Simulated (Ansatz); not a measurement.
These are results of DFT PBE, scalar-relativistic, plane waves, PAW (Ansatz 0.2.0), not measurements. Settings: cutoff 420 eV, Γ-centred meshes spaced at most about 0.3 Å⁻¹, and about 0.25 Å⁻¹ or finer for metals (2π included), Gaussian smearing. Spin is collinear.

Each guess is relaxed in cell and atoms at zero pressure, on a coarse mesh first where it starts far from rest and then on a converged one. The steps can't lower the symmetry of the start, but it can rise. Energies are static (0 K, no zero-point motion).

Two unrelaxed guesses for GdN:

A. (collinear spin from parallel moments)

```yaml
crystal:
  lattice:
    - [3.18700, 0.00000, 0.00000]
    - [0.00000, 3.18700, 0.00000]
    - [0.00000, 0.00000, 3.94396]
  atoms:
    - { symbol: Gd, position: [0.00000, 0.00000, 0.00000] }
    - { symbol: N, position: [0.50000, 0.50000, 0.50000] }
```

B. (collinear spin from parallel moments)

```yaml
crystal:
  lattice:
    - [0.00000, 2.76647, 2.76647]
    - [2.76647, 0.00000, 2.76647]
    - [2.76647, 2.76647, 0.00000]
  atoms:
    - { symbol: Gd, position: [0.00000, 0.00000, 0.00000] }
    - { symbol: N, position: [0.75000, 0.75000, 0.75000] }
```

Task: Which guess leads to the lower structure, and by how much?

Result: B ends lower, by 0.63 eV/atom. A: P4/mmm at 20.0 Å³/atom → Pm-3m (caesium chloride type) at 14.0 Å³/atom; B: F-43m at 21.2 Å³/atom → F-43m (zinc blende type) at 19.0 Å³/atom. Counting N atoms around Gd (those within 1.25 times the shortest such distance or 1.15 times the sum of covalent radii), the end of A has Gd 8 and the end of B has Gd 4. End of A. Conventional cell: a = 3.033 Å. Around Gd lie 8 N at 2.63 Å and 6 Gd at 3.03 Å; around N lie 8 Gd at 2.63 Å and 6 N at 3.03 Å. End of B. Conventional cell: a = 5.337 Å. Around Gd lie 4 N at 2.31 Å; N is surrounded by 4 Gd at 2.31 Å.

Cells without such a test can be saddle points. Shaken at random and relaxed again, the end of B came back. Neither end is the lowest form computed: that has the rock salt type, space group Fm-3m (No. 225), is reached from a Materials Project cell and lies 189 meV/atom below the better end. The 4f shell of Gd is treated without a Hubbard U, which places its levels poorly. Another magnetic order may lie lower. Some structure types and database cells were kept out of the candidates from the start, so a known form may be missing.
